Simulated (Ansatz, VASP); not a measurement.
## KMgF3 in VASP and in Ansatz

Contents of INCAR:

```
  ALGO = Normal
  EDIFF = 1E-6
  ENCUT = 520
  GGA = PS
  ISIF = 2
  ISMEAR = 0
  LASPH = True
  LCHARG = False
  LREAL = False
  LWAVE = False
  NBANDS = 24
  NELM = 80
  PREC = Accurate
  SIGMA = 0.02
```

KPOINTS

```
k-points
0
Gamma
  6 6 6
```

File POSCAR:

```
KMgF3
1.0
    4.0691547454      0.0000000000      0.0000000000
    0.0000000000      4.0691547454      0.0000000000
    0.0000000000      0.0000000000      4.0691547454
K Mg F
1 1 3
Direct
    0.5000000000      0.5000000000      0.5000000000
    0.0000000000      0.0000000000      0.0000000000
    0.5000000000      0.0000000000      0.0000000000
    0.0000000000      0.5000000000      0.0000000000
    0.0000000000      0.0000000000      0.5000000000
```

Input for Ansatz:

```yaml
crystal:
  lattice:
    - [4.0691547453, 0.0, 0.0]
    - [0.0, 4.0691547453, 0.0]
    - [0.0, 0.0, 4.0691547453]
  atoms:
    - { symbol: K, position: [0.5, 0.5, 0.5] }
    - { symbol: Mg, position: [0.0, 0.0, 0.0] }
    - { symbol: F, position: [0.5, 0.0, 0.0] }
    - { symbol: F, position: [0.0, 0.5, 0.0] }
    - { symbol: F, position: [0.0, 0.0, 0.5] }
basis:
  ecutwfc: 420
kpoints:
  mp_grid: { grid: [6, 6, 6] }
hamiltonian:
  xc: pbesol
scf:
  occupations: { method: gaussian, width: 0.02 }
output:
  forces: true
  stress: true
  eigenvalues: true
```

Alike in both runs: task single point; functional PBEsol; k mesh 6 × 6 × 6; occupations gaussian, width 0.02 eV; no spin polarisation.

|  | VASP | Ansatz |
| --- | --- | --- |
| version | VASP 6.6.1 | Ansatz 0.2.0 |
| potentials or method | VASP PAW PBE potentials, release 64 (K_sv, Mg, F) | scalar-relativistic, plane waves, PAW |
| plane-wave cutoff (eV) | 520 | 420 |
| valence electrons in the cell | 32 | 40 |

|  | VASP | Ansatz | Ansatz less VASP |
| --- | --- | --- | --- |
| gap on the k mesh at the Fermi level (eV) | 6.68 | 6.71 | +0.025 |
| least direct gap on the mesh (eV) | 7.01 | 7.03 | +0.023 |
| pressure (GPa) | -4.1 | -3.7 | +0.40 |

The two sets of potentials don't hold the same shells in valence.

Caveats: the PAW data sets were made with another functional, which shifts forces and pressure a little (VASP). As with any semilocal functional, this PBEsol gap is likely too small. A k mesh can miss the band edges.
